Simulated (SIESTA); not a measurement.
SiC under changes of volume

One of the cells (10.107 Å³/atom); the others are scaled copies at fixed shape and fractional positions:

```
Si C
1.0
     3.05505    0.00000    0.00000
    -1.52753    2.64575    0.00000
     0.00000    0.00000   10.00306
Si C
4 4
Direct
  0.00000 0.00000 0.18789
  0.00000 0.00000 0.68789
  0.33333 0.66667 0.43784
  0.66667 0.33333 0.93784
  0.00000 0.00000 0.00046
  0.00000 0.00000 0.50046
  0.33333 0.66667 0.24980
  0.66667 0.33333 0.74980
```

The cell is a database's computed one.

```yaml
Program: SIESTA 5.4.2
Functional: PBE
Potentials_or_basis: PseudoDojo 0.4 standard (PBE files)
Basis: TZDP (energy shift 0.003 Ry)
Grid_cutoff: 500 Ry
Energy_shift: 0.003 Ry
k_mesh: 10 × 10 × 3
Occupations: fermi-dirac, width 0.05 eV
Spin: no spin polarisation
```

```csv
volume (Å³/atom),energy over the lowest point (meV/atom),pressure (GPa),gap on the mesh (eV),largest force (eV/Å)
9.694,61.70,22.2,2.36,0.027
9.900,?,?,?,?
10.107,18.43,11.7,2.34,0.018
10.313,6.40,7.1,2.33,0.018
10.519,0.00,2.9,2.32,0.013
```

Problem. What does the run at 9.900 Å³/atom give?

Solution. Energy over the lowest point 36.62 meV/atom; pressure 16.7 GPa; gap on the mesh 2.36 eV; largest force 0.023 eV/Å.

Worked out: A Birch-Murnaghan fit of order 2 (a polynomial in V^(-2/3)) to the other rows has its minimum at 10.68 Å³/atom, just outside them, with B0 = V·E''(V) = 190 GPa at fixed shape and positions, which overstates the stiffness. It gives 36.70 meV/atom at 9.900 Å³/atom, against the run's 36.62, and -dE/dV = 16.7 GPa, against 16.7. A straight line through the other rows of the gap, of slope -0.489 eV per unit of ln V, gives 2.35 eV, against the run's 2.36.

Energies are extrapolated to zero smearing.

Caveats: an odd mesh through Γ misses points on the zone boundary, where band edges often lie; the basis of atomic orbitals isn't converged, which shifts pressures, moduli and gaps.
